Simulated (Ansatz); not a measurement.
# MnO2 (Pmmn) in Ansatz: a series of runs, part 2 of 2

Ansatz 0.2.0.

## (4) Single point, r2SCAN, collinear spin, antiferromagnetic start

Input file input.yaml:

```yaml
crystal:
  lattice:
    - [2.904158, 0.0, 0.0]
    - [0.0, 3.84481, 0.0]
    - [0.0, 0.0, 6.164264]
  atoms:
    - { symbol: Mn, position: [0.5, 0.5, 0.3433015], spin: 4.0 }
    - { symbol: Mn, position: [0.0, 0.0, 0.6566985], spin: -4.0 }
    - { symbol: O, position: [0.5, 0.0, 0.8375675] }
    - { symbol: O, position: [0.0, 0.5, 0.1624325] }
    - { symbol: O, position: [0.5, 0.0, 0.4217995] }
    - { symbol: O, position: [0.0, 0.5, 0.5782005] }
hamiltonian:
  xc: r2scan
  pseudopotentials: { kind: paw }
magnetization:
  spin_polarized: true
kpoints:
  mp_grid: { grid: [7, 5, 4] }
scf:
  occupations: { method: fermi_dirac, width: 0.05 }
output:
  forces: true
  stress: true
  eigenvalues: true
```

Potentials or basis: Ansatz PAW.

Run with:

```bash
ansatz run input.yaml --threads 2 --pin off --max-ram 5632MiB --backend cpu --events-out ev --progress --plain --runs-dir out
```

Standard output:

```text
Warning: RAYON_NUM_THREADS=2 ignored (pool sized by the plan → 2); use --threads N
Engine: ansatz 0.2.0, aarch64-unknown-linux-gnu
Pseudopotentials: kind: paw
[... 93 lines left out ...]
--- Stress (GPa, compression-positive) ---
      -16.840462       0.000000       0.000000
        0.000000     -11.303069      -0.000000
        0.000000      -0.000000     -10.113773
  P = ⅓ Tr σ = -12.7524 GPa (-127.524 kbar)
--- Band table (eV; the first three rows and the last of 72) ---
  k-point 0 ↑: bands = ["-78.2498", "-74.1408", "-45.7327", "-45.6867", "-45.5908", "-41.7486", "-41.5080", "-41.4494", "-13.7381", "-12.0728", "-11.4063", "-11.2405", "0.1480", "0.8554", "1.4827", "1.5651", "2.4421", "3.2479", "3.4658", "3.7451", "3.9071", "4.2273", "4.6883", "5.0707", "5.3951", "5.8678", "6.8078", "7.8946", "8.6223", "8.9880", "9.8043", "9.9098", "10.1633", "11.2214", "14.1706", "17.6689", "18.7507", "20.6519"]
  k-point 1 ↑: bands = ["-78.2498", "-74.1408", "-45.7327", "-45.6867", "-45.5908", "-41.7486", "-41.5081", "-41.4494", "-13.7279", "-12.0727", "-11.5162", "-11.1431", "0.1476", "0.8635", "1.5723", "1.5780", "2.4129", "3.2595", "3.4943", "3.7451", "3.9495", "4.1881", "4.4702", "5.1094", "5.3802", "5.8838", "6.7955", "7.8458", "8.6223", "8.9854", "9.7843", "9.9332", "10.1665", "11.2317", "14.6370", "16.9829", "19.1949", "20.7044"]
  k-point 2 ↑: bands = ["-78.2498", "-74.1408", "-45.7327", "-45.6867", "-45.5908", "-41.7487", "-41.5081", "-41.4494", "-13.7175", "-12.0727", "-11.5868", "-11.0851", "0.1471", "0.8787", "1.5798", "1.6665", "2.3844", "3.2717", "3.5713", "3.7451", "3.9915", "4.1508", "4.2142", "5.1459", "5.3646", "5.8849", "6.7831", "7.8071", "8.6222", "8.9823", "9.7645", "9.9551", "10.1696", "11.2418", "15.6439", "15.8611", "19.7289", "20.4776"]
  k-point 35 ↓: bands = ["-78.2430", "-74.1324", "-45.7305", "-45.6799", "-45.6728", "-41.8620", "-41.5068", "-41.4293", "-12.3986", "-12.2791", "-11.2295", "-11.0439", "-0.1780", "0.1727", "1.5103", "1.9449", "2.3394", "2.5441", "2.8488", "3.3184", "3.9506", "4.0992", "4.2928", "4.6684", "4.7513", "5.5316", "6.3797", "8.1599", "8.9407", "9.0996", "9.1895", "9.8409", "10.3252", "10.7924", "19.2897", "19.6479", "20.2810", "21.0804"]
```

Run time: 49 s. Hardware: 2 threads of Arm Neoverse V1, shared host; peak memory 0.56 GiB.

What came out:

```yaml
Free_energy: -10082.6070 eV
Pressure: -12.8 GPa
Largest_force: 1.072 eV/Å
Band_gap_on_the_k_mesh: 0.62 eV, indirect (least direct gap 0.85 eV)
Net_moment: 0.00 μB per cell
Absolute_moment: 6.42 μB per cell
Site_moments: Mn +2.50, -2.50; O -0.09, +0.09, -0.00, +0.00 μB
```

Forces on the atoms (eV/Å):
```
Mn   0.000  0.000 -0.327
Mn   0.000  0.000  0.327
O    0.000  0.000 -1.072
O    0.000  0.000  1.072
O    0.000  0.000  0.150
O    0.000  0.000 -0.150
```

Caveat: the magnetic or orbital state may not be the lowest; odd divisions of the mesh miss points on the zone boundary, where band edges often lie, so the gap on the mesh can be too wide; the PAW data sets come from PBE, with cores solved anew for the run's functional, which leaves a small shift of forces and pressure; forces of over 1 eV/Å show positions far from the minimum, so gaps and moduli don't describe the material at rest.

## (5) Single point, r2SCAN, collinear spin, ferrimagnetic start

Changes to input.yaml since step 4:

```diff
@@ -7,3 +7,3 @@
     - { symbol: Mn, position: [0.5, 0.5, 0.3433015], spin: 4.0 }
-    - { symbol: Mn, position: [0.0, 0.0, 0.6566985], spin: -4.0 }
+    - { symbol: Mn, position: [0.0, 0.0, 0.6566985], spin: -2.0 }
     - { symbol: O, position: [0.5, 0.0, 0.8375675] }
```

Run with:

```bash
ansatz run input.yaml --threads 2 --pin off --max-ram 5632MiB --backend cpu --events-out ev --progress --plain --runs-dir out
```

It took 50 s on 2 threads of Arm Neoverse V1, shared host; peak memory 0.55 GiB.

It converged, with:

- Free energy: -10082.6070 eV
- Pressure: -12.8 GPa
- Largest force: 1.072 eV/Å
- Band gap on the k mesh: 0.62 eV, indirect (least direct gap 0.85 eV)
- Net moment: 0.00 μB per cell
- Absolute moment: 6.42 μB per cell
- Site moments: Mn +2.50, -2.50; O -0.09, +0.09, -0.00, +0.00 μB

Forces on the atoms (eV/Å):
```
Mn   0.000  0.000 -0.327
Mn   0.000  0.000  0.327
O    0.000  0.000 -1.072
O    0.000  0.000  1.072
O    0.000  0.000  0.150
O    0.000  0.000 -0.150
```

Stress tensor (GPa, compression positive):
```
-16.84   0.00   0.00
  0.00 -11.30   0.00
  0.00   0.00 -10.11
```

Levels at points of the mesh, in eV from the valence-band top:
Spin up:
| k point | band 25 | band 26 | band 27 | band 28 | band 29 | band 30 |
| --- | --- | --- | --- | --- | --- | --- |
| (0.00, 0.00, 0.00) | -1.41 | -0.94 | 0.00 | 1.09 | 1.81 | 2.18 |
| (0.00, 0.00, -0.50) | -1.44 | -0.92 | -0.02 | 1.00 | 1.81 | 2.17 |
Spin down:
```
            k point  band 23  band 24  band 25  band 26  band 27  band 28  band 29  band 30  band 31  band 32
 (0.00, 0.00, 0.00)    -2.12    -1.74    -1.41    -0.94     0.00     1.09     1.81     2.18     3.00     3.10
(0.00, 0.00, -0.50)    -2.59    -1.66    -1.44    -0.92    -0.02     1.00     1.81     2.17     2.96     3.15
```

Caveat: the magnetic or orbital state may not be the lowest; odd divisions of the mesh miss points on the zone boundary, where band edges often lie, so the gap on the mesh can be too wide; the PAW data sets come from PBE, with cores solved anew for the run's functional, which leaves a small shift of forces and pressure; forces of over 1 eV/Å show positions far from the minimum, so gaps and moduli don't describe the material at rest. r2SCAN opens gaps a little over a GGA but as a rule still falls short of measured ones.

## (6) Single point, PBE, collinear spin, ferromagnetic start (strained by +1 %)

Changes to input.yaml since step 5:

```diff
@@ -2,4 +2,4 @@
   lattice:
-    - [2.904158, 0.0, 0.0]
-    - [0.0, 3.84481, 0.0]
+    - [2.904158, 0.01452079, 0.0]
+    - [0.01922405, 3.84481, 0.0]
     - [0.0, 0.0, 6.164264]
@@ -7,3 +7,3 @@
     - { symbol: Mn, position: [0.5, 0.5, 0.3433015], spin: 4.0 }
-    - { symbol: Mn, position: [0.0, 0.0, 0.6566985], spin: -2.0 }
+    - { symbol: Mn, position: [0.0, 0.0, 0.6566985], spin: 4.0 }
     - { symbol: O, position: [0.5, 0.0, 0.8375675] }
@@ -13,3 +13,3 @@
 hamiltonian:
-  xc: r2scan
+  xc: pbe
   pseudopotentials: { kind: paw }
```

Potentials or basis: Ansatz PAW.

Run with:

```bash
ansatz run input.yaml --threads 2 --pin off --max-ram 5632MiB --backend cpu --events-out ev --progress --plain --runs-dir out
```

Wall time 14 s (2 threads of Arm Neoverse V1, shared host); peak memory 0.49 GiB.

The run converged. Its results:

* Free energy: -10066.6904 eV
* Pressure: -7.2 GPa
* Largest force: 0.802 eV/Å
* Band gap on the k mesh: none (metal or under the smearing width)
* Net moment: 6.00 μB per cell
* Absolute moment: 6.26 μB per cell
* Site moments: Mn +2.41; O +0.12, +0.00 μB

Forces on the atoms (eV/Å):
```
Mn   0.000  0.000 -0.407
Mn   0.000  0.000  0.407
O    0.000  0.000 -0.802
O    0.000  0.000  0.802
O    0.000  0.000  0.061
O    0.000  0.000 -0.061
```

Stress tensor (GPa, compression positive):
```
-11.31  -0.85   0.00
 -0.85  -5.28   0.00
  0.00   0.00  -5.00
```

Levels at points of the mesh, in eV from the Fermi level:
Spin up:
| k point | band 27 | band 28 | band 29 | band 30 | band 31 | band 32 | band 33 | band 34 |
| --- | --- | --- | --- | --- | --- | --- | --- | --- |
| (0.00, 0.00, 0.00) | -1.39 | -0.94 | -0.18 | 0.09 | 0.58 | 0.68 | 2.21 | 2.54 |
| (0.00, 0.00, -0.50) | -1.42 | -0.88 | -0.37 | 0.26 | 0.32 | 0.82 | 2.09 | 2.64 |
Spin down:
```tsv
k point	band 21	band 22	band 23	band 24	band 25	band 26	band 27	band 28
(0.00, 0.00, 0.00)	-2.52	-2.12	-2.02	-1.67	0.52	1.00	1.16	1.34
(0.00, 0.00, -0.50)	-2.77	-2.43	-2.01	-1.70	0.52	1.00	1.20	1.29
```

Caveat: the pressure holds a Pulay correction of +0.7 GPa for the finite cutoff; semilocal functionals often make such compounds metallic where correlation or magnetic order opens a gap, which also shifts bond lengths; only a ferromagnetic start was run, and an antiferromagnetic order may lie lower in energy.

## (7) Summary

| level | spin | cell | cutoff (eV) | gap on the mesh (eV) | pressure (GPa) | moment (μB) | largest force (eV/Å) |
| --- | --- | --- | --- | --- | --- | --- | --- |
| r2SCAN | off | as given | 500 | none | -22.5 | - | 3.41 |
| r2SCAN | collinear, ferromagnetic start | as given | 500 | none | -12.6 | 6.00 | 1.06 |
| PBE | collinear, ferromagnetic start | strained by +1 % | 420 | none | -7.2 | 6.00 | 0.80 |

Alike in all rows: task single point; potentials or basis Ansatz PAW; k mesh 7 × 5 × 4; smearing fermi-dirac 0.05 eV.

Caveats: semilocal functionals often make such compounds metallic where correlation or magnetic order opens a gap, which also shifts bond lengths; the PAW data sets come from PBE, with cores solved anew for the run's functional, which leaves a small shift of forces and pressure (some runs); forces of over 1 eV/Å show positions far from the minimum, so gaps and moduli don't describe the material at rest (some runs); the magnetic or orbital state may not be the lowest (some runs).

Absolute energies hang on the potentials; compare differences alone.
